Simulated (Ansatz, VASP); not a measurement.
**One calculation of Ag, two programs**

INCAR

```
  PREC = Accurate
  ENCUT = 520
  EDIFF = 1E-6
  ISMEAR = -1
  SIGMA = 0.08
  LREAL = F
  LASPH = T
  NELM = 100
  ALGO = Normal
  ISIF = 2
  LWAVE = F
  LCHARG = F
  GGA = PE
  NBANDS = 12
```

The input KPOINTS:

```
Automatic mesh
0
Gamma
  15 15 14
```

POSCAR

```
Ag
1.0
    2.7330660471      0.0000000000      0.0000000000
   -1.3665330236      2.3669046270      0.0000000000
    0.0000000000      0.0000000000      2.6427105835
Ag
1
Direct
    0.0000000000      0.0000000000      0.0000000000
```

Input for Ansatz:

```yaml
crystal:
  lattice:
    - [2.7330660471, 0.0, 0.0]
    - [-1.3665330236, 2.366904627, 0.0]
    - [0.0, 0.0, 2.6427105835]
  atoms:
    - { symbol: Ag, position: [0.0, 0.0, 0.0] }
kpoints:
  mp_grid: { grid: [15, 15, 14] }
scf:
  occupations: { method: fermi_dirac, width: 0.08 }
hamiltonian:
  xc: pbe
  pseudopotentials: { kind: all_electron, lapw: { basis_error: 0.001 } }
output:
  forces: true
  stress: true
  eigenvalues: true
  populations: true
```

Change from the starting cell: volume scaled by 0.88, LAPW.

Alike in both runs: task single point; functional PBE; k mesh 15 × 15 × 14; occupations fermi-dirac, width 0.08 eV; no spin polarisation.

|  | VASP | Ansatz |
| --- | --- | --- |
| version | VASP 6.6.1 | Ansatz 0.2.0 |
| potentials or method | VASP PAW PBE potentials, release 64 (Ag) | all-electron LAPW, scalar-relativistic |
| plane-wave cutoff (eV) | 520 | see its input |

```csv
,VASP,Ansatz,Ansatz less VASP
pressure (GPa),13.8,14.1,+0.25
```

Ansatz ran all-electron here, so the differences hold the error of VASP's frozen core and of both bases.
